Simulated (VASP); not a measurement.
# K in VASP: notebook, part 2 of 2

VASP 6.6.1.

## Step 4: Single point, PBE

INCAR

```
ALGO     = Normal         # electronic algorithm
DIPOL    = 0.5 0.5 0.500
EDIFF    = 1E-6           # SCF threshold, eV
ENCUT    = 600            # plane-wave cutoff, eV
GGA      = PE             # functional
IDIPOL   = 3            
ISIF     = 2              # what is computed and relaxed
ISMEAR   = -1             # smearing method
LASPH    = True           # aspherical terms in the spheres
LCHARG   = True           # write CHGCAR
LDIPOL   = True         
LELF     = True           # ELF
LREAL    = False          # projectors in reciprocal space
LVACPOTAV= True         
LVHAR    = True         
LWAVE    = False          # write WAVECAR
NBANDS   = 20             # bands
NELM     = 100            # most SCF steps
PREC     = Accurate       # precision mode
SIGMA    = 0.05           # smearing width, eV
```

KPOINTS

```
k-points
0
Gamma
  7 7 1
```

POSCAR

```
K
1.0
    4.7251254772      0.0000000000      0.0000000000
   -2.2093571875      4.1767872334      0.0000000000
    0.0000000000      0.0000000000     22.8117980100
K
3
Direct
    0.1793869800      0.8206130200      0.3287772405
    0.8206130200      0.1793869800      0.5000000000
    0.1793869800      0.8206130200      0.6712227595
```

Command:

```
> cat potpaw_PBE.64/K_sv_GW/POTCAR > POTCAR
> mpirun -np 1 vasp_std > vasp.out
```

It took 3.5 min on 1 thread of Intel Xeon 6975P-C (Granite Rapids), shared host; peak memory 0.67 GiB.

It converged, with:

| Item | Value |
| --- | --- |
| Free energy | -10.2787 eV |
| Largest force | 0.034 eV/Å |
| Band gap on the k mesh | none (metal or under the smearing width) |
| Work function of the upper face | 2.38 eV |
| Work function of the lower face | 2.38 eV |

Forces in eV/Å, atoms in the order of the input:
```
K   -0.001  0.000  0.034
K    0.002 -0.001  0.000
K   -0.001  0.000 -0.034
```

Levels at points of the mesh, in eV from the Fermi level:
```tsv
k point	band 12	band 13	band 14	band 15	band 16	band 17
(0.00, 0.00, 0.00)	-15.63	-1.91	-1.38	-0.52	0.58	1.29
```

## Step 5: Single point, PBE

INCAR is that of step 4.

KPOINTS is that of step 4.

POSCAR is that of step 4.

Potentials or basis: VASP PAW PBE potentials, release 54 (K_sv).

Command:

```
> cat potpaw_PBE.54/K_sv/POTCAR > POTCAR
> mpirun -np 1 vasp_std > vasp.out
```

OUTCAR:

```text
EDIFF = 1E-6
   ENCUT = 600
   GGA = PE
   ISIF = 2
   ISMEAR = -1
   LASPH = True
   LREAL = False
   NELM = 100
   PREC = Accurate

 ion  position               nearest neighbor table
   1  0.179  0.821  0.329-
   2  0.821  0.179  0.500-
   3  0.179  0.821  0.671-

  LATTYP: Found a base centered orthorhombic cell.
 ALAT       =     4.8759247000
 B/A-ratio  =     1.6602432150
 C/A-ratio  =     4.6784557624

  Lattice vectors:

 A1 = (   4.7251254772,   0.0000000000,   0.0000000000)
 A2 = (  -2.2093571875,   4.1767872334,   0.0000000000)
 A3 = (   0.0000000000,   0.0000000000,  22.8117980100)

Analysis of symmetry for initial positions (statically):
=====================================================================
 Subroutine PRICEL returns:
 Original cell was already a primitive cell.

 Routine SETGRP: Setting up the symmetry group for a
 base centered orthorhombic supercell.

 Subroutine GETGRP returns: Found  4 space group operations
 (whereof  4 operations were pure point group operations)
 out of a pool of  8 trial point group operations.

The static configuration has the point symmetry C_2v.

Analysis of symmetry for dynamics (positions and initial velocities):
=====================================================================
 Subroutine PRICEL returns:
 Original cell was already a primitive cell.

 Routine SETGRP: Setting up the symmetry group for a
 base centered orthorhombic supercell.

 Subroutine GETGRP returns: Found  4 space group operations
 (whereof  4 operations were pure point group operations)
 out of a pool of  8 trial point group operations.

The dynamic configuration has the point symmetry C_2v.

 Subroutine INISYM returns: Found  4 space group operations
 (whereof  4 operations are pure point group operations),
 and found     1 'primitive' translations

----------------------------------------------------------------------------------------
[... 108 lines left out ...]
  Fermi-wavevector in a.u.,A,eV,Ry     =   0.640803  1.210942  5.586935  0.410628
  Thomas-Fermi vector in A             =   1.706931
   LORBIT       =      0    0 simple, 1 ext, 2 COOP (PROOUT), +10 PAW based schemes
   GGA     = PE    functional components
   LHFCALC =     F    Hartree Fock is set to
   AEXX    =    0.0000 exact exchange contribution
   IVDW    =     0    specifies the selected vdW correction
   LEPSILON=     F    determine dielectric tensor
   LRPA    =     F    only Hartree local field effects (RPA)
 non-spin polarized calculation
  energy-cutoff  :      600.00
  volume of cell :      450.21
 maximum number of plane-waves:     15092
 NGX is ok and might be reduce to    40
   NGX = 19   NGY = 19   NGZ = 91

 dipolmoment           0.000000      0.000000     -0.000000 electrons x Angstroem

 number of electron      26.9999999 magnetization

 dipolmoment           0.000000      0.000000      0.000000 electrons x Angstroem

 Free energy of the ion-electron system (eV)
  ---------------------------------------------------
  ext. energy  EPLUGINS =         0.00000000
  ---------------------------------------------------
  free energy    TOTEN  =        -2.89753521 eV

  energy without entropy =       -2.87496486  energy(sigma->0) =       -2.88625003

 E-fermi :  -1.2062     XC(G=0):  -3.4072

 val. band max:       -1.2250320729   @ k =  -0.4286   0.2857   0.0000
 cond. band min:      -1.1769100761   @ k =   0.1429   0.1429   0.0000
 fundamental gap:      0.0481219968
 Fermi energy:        -1.2061802560

 k-point     1 :       0.0000    0.0000    0.0000
  band No.  band energies     occupation
      1     -33.5227      2.00000
      2     -33.5227      2.00000
      3     -33.3807      2.00000
      4     -17.0208      2.00000
      5     -17.0186      2.00000
      6     -16.9727      2.00000
[... 357 lines left out ...]
     19       0.8180      0.00000
     20       1.5309      0.00000

------------------------ aborting loop because EDIFF is reached ----------------------------------------

  FORCE on cell =-STRESS in cart. coord.  units (eV):
  Direction    XX          YY          ZZ          XY          YZ          ZX
  --------------------------------------------------------------------------------------
  -------------------------------------------------------------------------------------
  Total       -0.2459474     -0.3171626     -0.2505568     -0.0673161      0.0000000      0.0000000
  in kB       -0.8752611     -1.1286971     -0.8916646     -0.2395602      0.0000000      0.0000000
  external PRESSURE =      -0.9652076 kB  Pullay stress =       0.0000000 kB

 VOLUME and BASIS-vectors are now :
 -----------------------------------------------------------------------------
  energy-cutoff  :      600.00
  volume of cell :      450.21
      direct lattice vectors                 reciprocal lattice vectors
     4.725125477  0.000000000  0.000000000     0.211634591  0.111946427  0.000000000
    -2.209357188  4.176787233  0.000000000     0.000000000  0.239418468  0.000000000
     0.000000000  0.000000000 22.811798010     0.000000000  0.000000000  0.043836965

 POSITION                                       TOTAL-FORCE (eV/Angst)
 -----------------------------------------------------------------------------------
     -0.96540      3.42753      7.50000        -0.000835      0.000503      0.031362
      3.48117      0.74926     11.40590         0.001670     -0.001006      0.000000
     -0.96540      3.42753     15.31180        -0.000835      0.000503     -0.031362
 -----------------------------------------------------------------------------------
    total drift:                               -0.000050      0.000030      0.000000

  FREE ENERGIE OF THE ION-ELECTRON SYSTEM (eV)
  ---------------------------------------------------
  free  energy   TOTEN  =        -2.8975352080 eV

  energy  without entropy=       -2.8749648601  energy(sigma->0) =       -2.88625003

 vacuum level on the upper side and lower side of the slab         1.174         1.174
```

OSZICAR:

```text
N       E                     dE             d eps       ncg     rms          rms(c)
DAV:   1     0.190475622047E+03    0.19048E+03   -0.11070E+04   736   0.105E+03
DAV:   2     0.151069691003E+02   -0.17537E+03   -0.17279E+03   744   0.277E+02
DAV:   3    -0.205288504518E+01   -0.17160E+02   -0.17064E+02   996   0.639E+01
[... 11 lines left out ...]
DAV:  15    -0.289743288289E+01   -0.34906E-04   -0.38352E-06   656   0.795E-03    0.285E-03
DAV:  16    -0.289750195600E+01   -0.69073E-04   -0.17872E-05   572   0.121E-02    0.234E-03
DAV:  17    -0.289752949239E+01   -0.27536E-04   -0.10216E-05   564   0.105E-02    0.101E-03
DAV:  18    -0.289753479547E+01   -0.53031E-05   -0.35585E-06   556   0.535E-03    0.492E-04
DAV:  19    -0.289753520798E+01   -0.41251E-06   -0.37631E-07   600   0.203E-03
   1 F= -.28975352E+01 E0= -.28862500E+01  d E =-.225703E-01
```

Run time: 2.3 min. Hardware: 1 thread of Intel Xeon 6975P-C (Granite Rapids), shared host; peak memory 0.66 GiB.

Results:

```yaml
Free_energy: -2.8975 eV
Largest_force: 0.031 eV/Å
Band_gap_on_the_k_mesh: none (metal or under the smearing width)
Work_function_of_the_upper_face: 2.38 eV
Work_function_of_the_lower_face: 2.38 eV
```

Forces on the atoms (eV/Å):
```
K   -0.001  0.001  0.031
K    0.002 -0.001  0.000
K   -0.001  0.001 -0.031
```

## Step 6: Single point, PBE

INCAR, as its differences from that of step 5:

```diff
@@ -16,3 +16,3 @@
 LWAVE    = False          # write WAVECAR
-NBANDS   = 20             # bands
+NBANDS   = 18             # bands
 NELM     = 100            # most SCF steps
```

KPOINTS is that of step 5.

POSCAR is that of step 5.

Potentials or basis: VASP PAW PBE potentials, release 54 (K_pv).

Command:

```
> cat potpaw_PBE.54/K_pv/POTCAR > POTCAR
> mpirun -np 1 vasp_std > vasp.out
```

Run time: 1.9 min. Hardware: 1 thread of Intel Xeon 6975P-C (Granite Rapids), shared host; peak memory 0.63 GiB.

The run converged. Its results:

```
Free energy                     : -2.8391 eV
Largest force                   : 0.031 eV/Å
Band gap on the k mesh          : none (metal or under the smearing width)
Work function of the upper face : 2.37 eV
Work function of the lower face : 2.37 eV
```

Forces in eV/Å, atoms in the order of the input:
```
K   -0.001  0.000  0.031
K    0.002 -0.001  0.000
K   -0.001  0.000 -0.031
```

Levels at points of the mesh, in eV from the Fermi level:
```
           k point  band 8  band 9  band 10  band 11  band 12  band 13  band 14  band 15
(0.00, 0.00, 0.00)  -15.64  -15.64    -1.92    -1.38    -0.53     0.58     1.29     2.17
```

## Step 7: Summary

```csv
potentials or basis,gap on the mesh (eV),largest force (eV/Å),work function (eV)
"VASP PAW PBE potentials, release 64 (K_sv)",none,0.03,2.38
"VASP PAW PBE potentials, release 64 (K_sv_GW)",none,0.03,2.38
"VASP PAW PBE potentials, release 54 (K_sv)",none,0.03,2.38
"VASP PAW PBE potentials, release 54 (K_pv)",none,0.03,2.37
```

Alike in all rows: task single point; level PBE; no spin polarisation; cell as given; k mesh 7 × 7 × 1; cutoff (eV) 600; smearing fermi-dirac 0.05 eV.

Total energies depend on the potentials used, so only differences within one code and one set of settings carry meaning.
